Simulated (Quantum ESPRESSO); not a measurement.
The system is ZrO2.

```
Zr O
1.0
     3.59610    0.00000    0.00000
     0.00000    3.59610    0.00000
     0.00000    0.00000    5.17700
Zr O
2 4
Cartesian
  1.7980 1.7980 2.5885
  0.0000 0.0000 0.0000
  1.7980 0.0000 4.1261
  1.7980 0.0000 1.5376
  0.0000 1.7980 3.6394
  0.0000 1.7980 1.0509
```

Base run:

| Quantity | Value |
| --- | --- |
| Program | Quantum ESPRESSO 7.5 |
| Functional | PBE |
| Potentials or basis | SSSP 1.3 efficiency PBE |
| Cutoff | 748 eV |
| Density cutoff | 5987 eV |
| k mesh | 7 × 7 × 5 |
| Occupations | fermi-dirac, width 0.05 eV |
| Spin | no spin polarisation |

Its results: band gap on the k mesh 4.02 eV, indirect (least direct gap 4.13 eV); pressure 4.7 GPa; largest force 0.052 eV/Å.

The run is repeated on the same cell with these changes: functional from PBE to PBEsol; potentials or basis from SSSP 1.3 efficiency PBE to GBRV 1.5 PBEsol; cutoff from 748 eV to 612 eV; density cutoff from 5987 eV to 4898 eV. What comes out?

Band gap on the k mesh 3.96 eV, indirect (least direct gap 4.07 eV); pressure -1.9 GPa; largest force 0.057 eV/Å.
